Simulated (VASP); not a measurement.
# As (R-3m) in VASP: a series of runs, part 2 of 2

VASP 6.6.1. Earlier steps stand in the parts before.

## Step 4: Optical spectrum, BLYP+D4, spin-orbit coupling, no magnetisation

INCAR

```
SYSTEM = As
PREC = Accurate ; ENCUT = 520
EDIFF = 1E-6 ; ISMEAR = 0
SIGMA = 0.1 ; LREAL = .FALSE.
LASPH = .TRUE. ; NELM = 60
ALGO = Normal ; ISIF = 2
LWAVE = .FALSE. ; LCHARG = .FALSE.
MAGMOM = 0 0 0 0 0 0 ; LORBIT = 11
LSORBIT = .TRUE. ; GGA_COMPAT = .FALSE.
GGA = B5 ; ALDAX = 1.0
AGGAX = 1.0 ; AGGAC = 1.0
ALDAC = 0.0 ; IVDW = 13
VDW_S6 = 1.0 ; VDW_S8 = 2.34076671
VDW_A1 = 0.44488865 ; VDW_A2 = 4.0933009
LOPTICS = .TRUE. ; NBANDS = 106
NEDOS = 1000 ; CSHIFT = 0.1
```

KPOINTS

```
Automatic mesh
0
G
  7 7 7
  0 0 0
```

POSCAR

```
As
1.0
    1.8807968987      1.0858785957      3.5140619945
   -1.8807968987      1.0858785957      3.5140619945
    0.0000000000     -2.1717571915      3.5140619945
As
2
Direct
    0.2260000000      0.2260000000      0.2260000000
    0.7740000000      0.7740000000      0.7740000000
```

Potentials or basis: VASP PAW PBE potentials, release 64 (As).

Run with:

```sh
$ cat potpaw_PBE.64/As/POTCAR > POTCAR
$ mpirun -np 1 vasp_ncl > vasp.out
```

OUTCAR:

```text
SYSTEM = As
   PREC = Accurate
   ENCUT = 520
   EDIFF = 1E-6
   ISMEAR = 0
   LREAL = .FALSE.
   LASPH = .TRUE.
   NELM = 60
   ISIF = 2
   LORBIT = 11
   LSORBIT = .TRUE.
   GGA = B5
   IVDW = 13

 ion  position               nearest neighbor table
   1  0.226  0.226  0.226-   2 2.51   2 2.51   2 2.51
   2  0.774  0.774  0.774-   1 2.51   1 2.51   1 2.51

  LATTYP: Found a trigonal (rhomboedric) cell.
 ALAT       =     4.1310000000
 COS(alpha) =     0.5854247172

  Lattice vectors:

 A1 = (   1.8807968987,   1.0858785957,   3.5140619945)
 A2 = (  -1.8807968987,   1.0858785957,   3.5140619945)
 A3 = (   0.0000000000,  -2.1717571915,   3.5140619945)

Analysis of symmetry for initial positions (statically):
=====================================================================
 Subroutine PRICEL returns:
 Original cell was already a primitive cell.

 Routine SETGRP: Setting up the symmetry group for a
 trigonal (rhombohedral) supercell.

[... 1269 lines left out ...]
     0.0000000     0.0000000     0.0000000     0.0000000     0.0000000     0.0000000     0.0000000
     0.0000000     0.0000000     0.0000000     0.0000000     0.0000000     0.0000000     0.0000000
     0.0000000     0.0000000     0.0000000     0.0000000     0.0000000     0.0000000     0.0000000
     0.0000000     0.0000000     0.0000000     0.0000000     0.0000000     0.0000000     0.0000000
     0.0000000     0.0000000     0.0000000     0.0000000     0.0000000     0.0000000     0.0000000
     0.0000000     0.0000000     0.0000000     0.0000000     0.0000000     0.0000000     0.0000000
     0.0000000     0.0000000     0.0000000     0.0000000     0.0000000     0.0000000     0.0000000

 Ion:    2  E_soc:     -0.0267146
 l=   1
     0.0000000    -0.0045383    -0.0042686
    -0.0045383     0.0000000    -0.0045383
    -0.0042686    -0.0045383     0.0000000
 l=   2
     0.0000000    -0.0000005     0.0000000    -0.0000005    -0.0000051
    -0.0000005     0.0000000    -0.0000026     0.0000003    -0.0000005
     0.0000000    -0.0000026     0.0000000    -0.0000026     0.0000000
    -0.0000005     0.0000003    -0.0000026     0.0000000    -0.0000005
    -0.0000051    -0.0000005     0.0000000    -0.0000005     0.0000000
 l=   3
     0.0000000     0.0000000     0.0000000     0.0000000     0.0000000     0.0000000     0.0000000
     0.0000000     0.0000000     0.0000000     0.0000000     0.0000000     0.0000000     0.0000000
     0.0000000     0.0000000     0.0000000     0.0000000     0.0000000     0.0000000     0.0000000
     0.0000000     0.0000000     0.0000000     0.0000000     0.0000000     0.0000000     0.0000000
     0.0000000     0.0000000     0.0000000     0.0000000     0.0000000     0.0000000     0.0000000
     0.0000000     0.0000000     0.0000000     0.0000000     0.0000000     0.0000000     0.0000000
     0.0000000     0.0000000     0.0000000     0.0000000     0.0000000     0.0000000     0.0000000

 total charge

# of ion       s       p       d       tot
------------------------------------------
    1        1.315   1.389   0.049   2.752
    2        1.315   1.389   0.049   2.752
--------------------------------------------------
tot          2.629   2.778   0.097   5.505

 magnetization (x)

# of ion       s       p       d       tot
------------------------------------------
    1        0.000   0.000  -0.000   0.000
    2        0.000   0.000  -0.000   0.000
--------------------------------------------------
tot          0.000   0.000  -0.000   0.000

 magnetization (y)

# of ion       s       p       d       tot
------------------------------------------
    1        0.000   0.000   0.000   0.000
    2        0.000   0.000   0.000   0.000
--------------------------------------------------
tot          0.000   0.000   0.000   0.000

 magnetization (z)

# of ion       s       p       d       tot
------------------------------------------
    1        0.000   0.000   0.000   0.000
    2        0.000   0.000   0.000   0.000
--------------------------------------------------
tot          0.000   0.000   0.000   0.000
```

stdout:

```text
POSCAR found type information on POSCAR As
 POSCAR found :  1 types and       2 ions
 scaLAPACK will be used
 -----------------------------------------------------------------------------
|                                                                             |
|                                                                             |
|     You enforced a specific xc type in the INCAR file but a different       |
|     I HOPE YOU KNOW WHAT YOU ARE DOING!                                     |
|                                                                             |
 -----------------------------------------------------------------------------

 LDA part: xc-table for (Slater(with rela. corr.)+VWN5), standard interpolation
 POSCAR, INCAR and KPOINTS ok, starting setup
 FFT: planning ... GRIDC
 FFT: planning ... GRID_SOFT
 FFT: planning ... GRID
 WAVECAR not read
 entering main loop
 optical routines
 imaginary and real dielectric function
 recalculating local potential from charge density
 direction            1
 direction            2
 direction            3
```

Run time: 5.9 min. Hardware: 1 thread of Intel Xeon 6975P-C (Granite Rapids), shared host; peak memory 0.48 GiB.

What came out:

```yaml
Free_energy: -9.6172 eV
Pressure: 3.1 GPa
Largest_force: 0.473 eV/Å
Valence_electrons_inside_the_program's_atomic_spheres: As 2.75
Dispersion_energy_per_atom: -0.869 eV
```

Forces in eV/Å, atoms in the order of the input:
```
As   0.000  0.000  0.473
As   0.000  0.000 -0.473
```

Stress tensor (GPa, compression positive):
```
3.54 0.00 0.00
0.00 3.54 0.00
0.00 0.00 2.16
```

Dielectric function (mean over the directions given):
| energy (eV) | real part | imaginary part |
| --- | --- | --- |
| 0.25 | 27.70 | 0.92 |
| 1.26 | 32.77 | 6.82 |
| 2.27 | 11.40 | 27.29 |
| 3.36 | -5.04 | 26.31 |
| 4.36 | -4.09 | 10.03 |
| 5.37 | -3.63 | 7.89 |
| 6.46 | -4.23 | 4.33 |
| 7.47 | -1.81 | 2.25 |
| 8.47 | -0.89 | 2.94 |
| 9.56 | -2.39 | 2.61 |
| 10.57 | -1.59 | 1.64 |
| 11.66 | -0.98 | 1.37 |
| 12.67 | -1.07 | 0.84 |
| 13.67 | -0.48 | 0.87 |
| 14.76 | -0.48 | 0.49 |
| 15.77 | -0.28 | 0.44 |
| 16.78 | -0.19 | 0.39 |
| 17.87 | -0.11 | 0.26 |
| 18.87 | 0.06 | 0.14 |
| 19.97 | 0.17 | 0.14 |

Caveat: spectra need much finer meshes, so this one isn't converged; these spectra lack excitons; the PAW data sets were made with another functional, which shifts forces and pressure a little.

## Step 5: Equation of state, optB86b-vdW

run.py

```python
from ase.calculators.vasp import Vasp
from ase.eos import EquationOfState
from ase.io import Trajectory
from ase.io import read
from ase.units import GPa

atoms = read('As.cif')
calc = Vasp(
    directory='calc',
    xc='optb86b-vdw',
    pp='PBE',
    setups='gw',
    prec='Accurate',
    encut=550,
    ediff=1e-06,
    ismear=-1,
    sigma=0.1,
    lreal=False,
    lasph=True,
    nelm=80,
    algo='Normal',
    isif=2,
    lwave=False,
    lcharg=False,
    kpts=[9, 9, 9],
    gamma=True,
)
atoms.calc = calc
cell = atoms.cell.copy()
volumes, energies = [], []
traj = Trajectory('eos.traj', 'w')
for x in [0.94, 0.96, 0.98, 1.0, 1.02, 1.04, 1.06]:
    atoms.set_cell(cell * x ** (1 / 3), scale_atoms=True)
    volumes.append(atoms.get_volume())
    energies.append(atoms.get_potential_energy())
    traj.write(atoms)
    print(f'{x:5.2f} {volumes[-1]:12.5f} {energies[-1]:14.6f}')

v0, e0, B = EquationOfState(volumes, energies, eos='sj').fit()
print(f'V0 = {v0:.4f} A^3, E0 = {e0:.6f} eV, B = {B / GPa:.2f} GPa')
```

As.cif

```cif
data_As
_cell_length_a 4.13100000
_cell_length_b 4.13100000
_cell_length_c 4.13100000
_cell_angle_alpha 54.16700000
_cell_angle_beta 54.16700000
_cell_angle_gamma 54.16700000
_space_group_name_H-M_alt 'P1'
_space_group_name_Hall 'P 1'
_space_group_IT_number 1
loop_
_space_group_symop_operation_xyz
'x,y,z'
loop_
_atom_site_label
_atom_site_type_symbol
_atom_site_symmetry_multiplicity
_atom_site_Wyckoff_symbol
_atom_site_fract_x
_atom_site_fract_y
_atom_site_fract_z
_atom_site_occupancy
As1 As 1 a 0.2260000000 0.2260000000 0.2260000000 1
As2 As 1 a 0.7740000000 0.7740000000 0.7740000000 1
```

Potentials or basis: VASP PAW PBE potentials, release 64 (As_GW).

Run with:

```sh
$ python run.py
```

Log:

```text
<dir> UserWarning: vdW has been enabled, however no location for the vdw_kernel.bindat file has been specified. Set ASE_VASP_VDW environment variable to copy the vdW kernel.
  warnings.warn(
 0.94     40.47731      -6.363789
 0.96     41.33853      -6.406848
 0.98     42.19975      -6.438679
 1.00     43.06097      -6.460368
 1.02     43.92219      -6.472894
 1.04     44.78341      -6.477144
 1.06     45.64463      -6.473916
V0 = 44.8278 A^3, E0 = -6.477155 eV, B = 72.00 GPa
```

OUTCAR:

```text
ENCUT = 550.000000
   EDIFF = 1.00e-06
   GGA = MK
   PREC = Accurate
   ISIF = 2
   ISMEAR = -1
   NELM = 80
   LASPH = .TRUE.
   LREAL = .FALSE.

 ion  position               nearest neighbor table
   1  0.226  0.226  0.226-   2 2.56   2 2.56   2 2.56
   2  0.774  0.774  0.774-   1 2.56   1 2.56   1 2.56

  LATTYP: Found a trigonal (rhomboedric) cell.
 ALAT       =     4.2120205694
 COS(alpha) =     0.5854247172

  Lattice vectors:

 A1 = (   4.2120205694,   0.0000000000,   0.0000000000)
 A2 = (   2.4658209505,   3.4147978443,   0.0000000000)
 A3 = (   2.4658209505,   1.2609284064,   3.1734687443)

Analysis of symmetry for initial positions (statically):
=====================================================================
 Subroutine PRICEL returns:
 Original cell was already a primitive cell.

 Routine SETGRP: Setting up the symmetry group for a
 trigonal (rhombohedral) supercell.

 Subroutine GETGRP returns: Found 12 space group operations
 (whereof 12 operations were pure point group operations)
 out of a pool of 12 trial point group operations.

The static configuration has the point symmetry D_3d.

Analysis of symmetry for dynamics (positions and initial velocities):
=====================================================================
 Subroutine PRICEL returns:
 Original cell was already a primitive cell.

 Routine SETGRP: Setting up the symmetry group for a
 trigonal (rhombohedral) supercell.

 Subroutine GETGRP returns: Found 12 space group operations
 (whereof 12 operations were pure point group operations)
 out of a pool of 12 trial point group operations.

The dynamic configuration has the point symmetry D_3d.

 Subroutine INISYM returns: Found 12 space group operations
 (whereof 12 operations are pure point group operations),
 and found     1 'primitive' translations

----------------------------------------------------------------------------------------

                                     Primitive cell

  volume of cell :      45.6446

  direct lattice vectors                    reciprocal lattice vectors
     4.212020569  0.000000000  0.000000000     0.237415745 -0.171437591 -0.116356649
     2.465820951  3.414797844  0.000000000     0.000000000  0.292843104 -0.116356649
     2.465820951  1.260928406  3.173468744     0.000000000  0.000000000  0.315112604

  length of vectors
     4.212020569  4.212020569  4.212020569     0.315112604  0.315112604  0.315112604

[... 87 lines left out ...]
   ISYM   =      2    0-nonsym 1-usesym 2-fastsym
   POTIM  = 0.5000    time-step for ionic-motion
   TEBEG  =    0.0;   TEEND  =   0.0 temperature during run
   PSTRESS=    0.0 pullay stress
   NELECT =      10.0000    total number of electrons
   NUPDOWN=      -1.0000    fix difference up-down
   EMIN   =  10.00;   EMAX   =-10.00  energy-range for DOS
   EFERMI =   0.00;   METHOD = LEGACY
   ISMEAR =    -1;   SIGMA  =   0.10  broadening in eV -4-tet -1-fermi 0-gaus
   EFERMI_NEDOS =   21; number of points for ismear=-14 and -15
   IALGO  =     38    algorithm
   IMIX   =      4    mixing-type and parameters
     AMIX     =   0.40;   BMIX     =  1.00
     AMIX_MAG =   1.60;   BMIX_MAG =  1.00
  volume/ion in A,a.u.               =      22.82       154.01
  Fermi-wavevector in a.u.,A,eV,Ry     =   0.986912  1.864993 13.252000  0.973995
  Thomas-Fermi vector in A             =   2.118327
   LORBIT       =      0    0 simple, 1 ext, 2 COOP (PROOUT), +10 PAW based schemes
   GGA     = MK    functional components
   LHFCALC =     F    Hartree Fock is set to
   AEXX    =    0.0000 exact exchange contribution
   IVDW_NL    =     1    kernel type
   BPARAM     = 6.3000
   IVDW    =     0    specifies the selected vdW correction
   LEPSILON=     F    determine dielectric tensor
   LRPA    =     F    only Hartree local field effects (RPA)
 non-spin polarized calculation
  energy-cutoff  :      550.00
  volume of cell :       45.64
 maximum number of plane-waves:      1364
   NGX = 17   NGY = 17   NGZ = 17

 number of electron      10.0000000 magnetization

 Free energy of the ion-electron system (eV)
  ---------------------------------------------------
  ext. energy  EPLUGINS =         0.00000000
  ---------------------------------------------------
  free energy    TOTEN  =        -6.47696117 eV

  energy without entropy =       -6.47087028  energy(sigma->0) =       -6.47391573

 E-fermi :   4.7505     XC(G=0):  -9.7229

 val. band max:        4.7418828697   @ k =   0.4444   0.3333   0.3333
 cond. band min:       4.9124474777   @ k =   0.4444   0.1111   0.1111
 fundamental gap:      0.1705646079
 Fermi energy:         4.7505255185

 k-point     1 :       0.0000    0.0000    0.0000
  band No.  band energies     occupation
      1      -9.7948      2.00000
      2      -1.3583      2.00000
      3       2.4748      2.00000
      4       2.8475      2.00000
      5       2.8475      2.00000
      6       6.3366      0.00000
      7       7.5469      0.00000
      8       7.5469      0.00000
      9      11.6927      0.00000
[... 265 lines left out ...]
 k-point    24 :       0.4444    0.4444   -0.0000
  band No.  band energies     occupation
      1      -7.4124      2.00000
      2      -4.7034      2.00000
      3      -0.7445      2.00000
      4       0.9392      2.00000
      5       0.9632      2.00000
      6       6.4262      0.00000
      7       9.7951      0.00000
      8      11.0798      0.00000
      9      11.3031      0.00000

 [... further k-points ...]

------------------------ aborting loop because EDIFF is reached ----------------------------------------

  FORCE on cell =-STRESS in cart. coord.  units (eV):
  Direction    XX          YY          ZZ          XY          YZ          ZX
  --------------------------------------------------------------------------------------
  -------------------------------------------------------------------------------------
  Total       -0.2826111     -0.3765028     -0.3944336      0.0650130      0.0225639      0.0441251
  in kB       -9.9199645    -13.2156653    -13.8450576      2.2820294      0.7920184      1.5488394
  external PRESSURE =     -12.3268958 kB  Pullay stress =       0.0000000 kB

 VOLUME and BASIS-vectors are now :
 -----------------------------------------------------------------------------
  energy-cutoff  :      550.00
  volume of cell :       45.64
      direct lattice vectors                 reciprocal lattice vectors
     4.212020569  0.000000000  0.000000000     0.237415745 -0.171437591 -0.116356649
     2.465820951  3.414797844  0.000000000     0.000000000  0.292843104 -0.116356649
     2.465820951  1.260928406  3.173468744     0.000000000  0.000000000  0.315112604

 POSITION                                       TOTAL-FORCE (eV/Angst)
 -----------------------------------------------------------------------------------
      2.06647      1.05671      0.71720         0.145645      0.074477      0.050549
      7.07719      3.61901      2.45626        -0.145645     -0.074477     -0.050549
 -----------------------------------------------------------------------------------
    total drift:                                0.000000      0.000000      0.000000

  FREE ENERGIE OF THE ION-ELECTRON SYSTEM (eV)
  ---------------------------------------------------
  free  energy   TOTEN  =        -6.4769611741 eV

  energy  without entropy=       -6.4708702767  energy(sigma->0) =       -6.47391573

Total vdW correction in eV:      1.6180000
```

INCAR:

```text
AGGAC = 0.000000
ENCUT = 550.000000
PARAM1 = 0.123400
PARAM2 = 1.000000
SIGMA = 0.100000
EDIFF = 1.00e-06
ALGO = Normal
GGA = MK
PREC = Accurate
ISIF = 2
ISMEAR = -1
NELM = 80
LASPH = .TRUE.
LCHARG = .FALSE.
LUSE_VDW = .TRUE.
LWAVE = .FALSE.
LREAL = .FALSE.
```

Wall time 3.3 min (1 thread of AMD EPYC 9R45 (Zen 5), shared host); peak memory 0.36 GiB.

Results:

```
Equilibrium volume                        : 22.41 Å³/atom
Bulk modulus at fixed shape and positions : 72 GPa
Pressure derivative of the bulk modulus   : 4.2
```

Energy against volume, from the lowest point:
| volume (Å³/atom) | energy (meV/atom) |
| --- | --- |
| 20.239 | 56.68 |
| 20.669 | 35.15 |
| 21.100 | 19.23 |
| 21.530 | 8.39 |
| 21.961 | 2.13 |
| 22.392 | 0.00 |
| 22.822 | 1.61 |

Caveat: the cell was scaled at fixed shape and fractional positions, which overstates the stiffness of a crystal with free parameters, most of all of layers and chains; the PAW data sets were made with another functional, which shifts forces and pressure a little.

## Step 6: Overview

```csv
task,level,potentials or basis,spin,cell,k mesh,cutoff (eV),smearing,pressure (GPa),largest force (eV/Å)
band structure,optB88-vdW,"VASP PAW PBE potentials, release 54 (As)",off,as given,9 × 9 × 9,500,fermi-dirac 0.1 eV,-,-
core levels,PBEsol+D4,"VASP PAW PBE potentials, release 64 (As)","collinear, zero start",cell strained at random at fixed volume,9 × 9 × 9,520,gaussian 0.05 eV,-0.8,0.41
optical spectrum,BLYP+D4,"VASP PAW PBE potentials, release 64 (As)","SOC, no magnetisation",as given,7 × 7 × 7,520,gaussian 0.1 eV,3.1,0.47
equation of state,optB86b-vdW,"VASP PAW PBE potentials, release 64 (As_GW)",off,as given,9 × 9 × 9,550,fermi-dirac 0.1 eV,-,-
```

Caveats: the PAW data sets were made with another functional, which shifts forces and pressure a little; pairwise dispersion overbinds metals, which lowers pressure and volume (some runs); spectra need much finer meshes, so this one isn't converged (some runs); these spectra lack excitons (some runs); the cell was scaled at fixed shape and fractional positions, which overstates the stiffness of a crystal with free parameters, most of all of layers and chains (some runs).

Total energies depend on the potentials used, so only differences within one code and one set of settings carry meaning.
